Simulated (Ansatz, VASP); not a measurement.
GaP: VASP beside Ansatz

INCAR

```
SYSTEM = GaP
PREC = Accurate ; ENCUT = 520
EDIFF = 1E-6 ; ISMEAR = -1
SIGMA = 0.02 ; LREAL = .FALSE.
LASPH = .TRUE. ; NELM = 60
ALGO = Normal ; ISIF = 2
LWAVE = .FALSE. ; LCHARG = .TRUE.
GGA = PE ; LELF = .TRUE.
LVHAR = .TRUE. ; NBANDS = 16
```

The input KPOINTS:

```
regular mesh
0
G
  8 8 8
  0 0 0
```

Contents of POSCAR:

```
GaP
1.0
    0.0000000000      2.6281130643      2.7254102088
    2.7254102088      0.0000000000      2.7254102088
    2.7254102088      2.6281130643      0.0000000000
Ga P
1 1
Direct
    0.0000000000      0.0000000000      0.0000000000
    0.2500000000      0.2500000000      0.2500000000
```

Input for Ansatz:

```yaml
crystal:
  lattice:
    - [0.0, 2.6281130643, 2.7254102088]
    - [2.7254102088, 0.0, 2.7254102088]
    - [2.7254102088, 2.6281130643, 0.0]
  atoms:
    - { symbol: Ga, position: [0.0, 0.0, 0.0] }
    - { symbol: P, position: [0.25, 0.25, 0.25] }
kpoints:
  mp_grid: { grid: [8, 8, 8] }
  band_path:
    path:
      - [0.0, 0.0, 0.0]
      - [-0.5, -0.5, 0.0]
      - [-0.375, -0.375, 0.25]
      - [-0.375, 0.0, 0.375]
      - [0.0, 0.0, 0.5]
      - [-0.5, -0.25, 0.25]
      - [0.421875, 0.0, 0.421875]
    npoints: 1
hamiltonian:
  xc: pbe
scf:
  occupations: { method: fermi_dirac, width: 0.02 }
  n_extra_bands: 4
output:
  forces: true
  stress: true
  eigenvalues: true
```

Change from the starting cell: uniaxial_y strain -3.6%.

Alike in both runs: task single point; functional PBE; k mesh 8 × 8 × 8; occupations fermi-dirac, width 0.02 eV; no spin polarisation.

```csv
,VASP,Ansatz
version,VASP 6.6.1,Ansatz 0.2.0
potentials or method,"VASP PAW PBE potentials, release 64 (Ga_d, P)","plane waves, PAW"
plane-wave cutoff (eV),520,420
valence electrons in the cell,18,18
```

Ansatz gave:

- gap on the k mesh at the Fermi level (eV): 1.23
- pressure (GPa): 5.9
- largest component of the traceless stress (GPa): 1.65

**Question.** Estimate VASP's values.

**Answer.** gap on the k mesh at the Fermi level (eV): 1.23; pressure (GPa): 5.8; largest component of the traceless stress (GPa): 1.66.

A k mesh can miss the band edges.
